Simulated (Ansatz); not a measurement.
Level of theory: Ansatz, DFT PBE, scalar-relativistic, plane waves, PAW. Settings: cutoff 420 eV, Γ-centred meshes spaced at most about 0.3 Å⁻¹, and about 0.25 Å⁻¹ or finer for metals (2π included), Gaussian smearing. No spin polarisation.

Each guess is relaxed in cell and atoms at zero pressure, on a coarse mesh first where it starts far from rest and then on a converged one. The steps can't lower the symmetry of the start, but it can rise. Energies are static (0 K, no zero-point motion).

Two unrelaxed guesses for SnSe₅:

A.

```xyz
6
Lattice="0.0000 4.3990 4.3990 4.3990 0.0000 4.3990 4.3990 4.3990 0.0000" Properties=species:S:1:pos:R:3 pbc="T T T"
Sn    0.0000    0.0000    0.0000
Se    5.4988    5.4988    3.2993
Se    5.4988    3.2993    5.4988
Se    3.2993    5.4988    5.4988
Se    3.2993    3.2993    3.2993
Se    6.5986    6.5986    6.5986
```

B.

```xyz
6
Lattice="6.3990 0.0000 0.0000 -3.1995 5.5417 0.0000 0.0000 0.0000 5.7969" Properties=species:S:1:pos:R:3 pbc="T T T"
Sn    0.0000    0.0000    2.8985
Se    0.0000    3.6945    2.8985
Se   -2.2028    3.8154    0.0000
Se    4.4056    0.0000    0.0000
Se    0.9967    1.7264    0.0000
Se    3.1996    1.8472    2.8985
```

Task: Which guess leads to the lower structure, and by how much?

Result: B ends lower, by 0.33 eV/atom. A: F-43m at 28.4 Å³/atom → F-43m at 22.9 Å³/atom; B: P-62m at 34.3 Å³/atom → P-62m at 23.7 Å³/atom. Counting Se atoms around Sn (those within 1.25 times the shortest such distance or 1.15 times the sum of covalent radii, 1.27 where that leaves under three; a plus sign parts nearer from farther groups; the shortest distance is added where it exceeds 1.18 times the sum of covalent radii), the end of A has Sn 16 from 3.4 Å and the end of B has Sn 6+6. End of A. Conventional cell: a = 8.192 Å. Sn has 16 Se at 3.40–3.55 Å; Se on a site of symmetry 3m has 6 Se at 2.84–2.95 Å, 3 Se at 3.39 Å and 3 Sn at 3.40 Å; around Se on a site of symmetry -43m lie 12 Se at 3.39 Å and 4 Sn at 3.55 Å. End of B. Conventional cell: a = 6.472 Å, c = 3.914 Å. Around Sn lie 6 Se at 2.99 Å and 6 Se at 3.74 Å; Se on a site of symmetry -6 has 6 Se at 2.88 Å; around Se on a site of symmetry m2m lie 4 Se at 2.88 Å and 2 Sn at 2.99 Å.

Ends held by symmetry can be saddle points. Neither end is the lowest form computed: that has space group P-6m2 (No. 187) and lies 28 meV/atom below the better end. Even the lowest of the cells shown lies +0.18 eV/atom against the elements. Some candidate types were left out of the draw beforehand, so a known form may be missing.
